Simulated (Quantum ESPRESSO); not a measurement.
Ge in Quantum ESPRESSO: the effect of strain

Crystal: Ge.

```xyz
1
Lattice="1.3413 -2.4965 0.0000 1.3413 2.4965 0.0000 0.0000 0.0000 2.6982" Properties=species:S:1:pos:R:3 pbc="T T T"
Ge    1.3413    0.0000    0.0000
```

This isn't the form of Ge at room conditions, which is diamond.

Alike in all runs:

| Item | Value |
| --- | --- |
| Program | Quantum ESPRESSO 7.5 |
| Task | single point |
| Functional | PBE |
| Potentials or basis | SSSP 1.3 efficiency PBE |
| Cutoff | 748 eV |
| Density cutoff | 5987 eV |
| k mesh | 11 × 11 × 10 |
| Occupations | fermi-dirac, width 0.05 eV |
| Spin | no spin polarisation |
| Kind of strain | biaxial_xy |
| Mixing beta | 0.5 |
| Most SCF iterations | 120 |
| SCF threshold | 2e-10 Ry |

```tsv
strain	pressure (GPa)
-0.04	5.8
-0.02	2.2
-0.01	0.7
0	-0.6
0.01	-1.8
0.02	-2.8
0.04	?
```

Question: What does the run with strain 0.04 give?

Answer: Pressure -4.5 GPa.

Worked out: A parabola through the other rows of the pressure, of slope -54.9 GPa per unit of strain there, extrapolates to -4.2 GPa, against the run's -4.5.
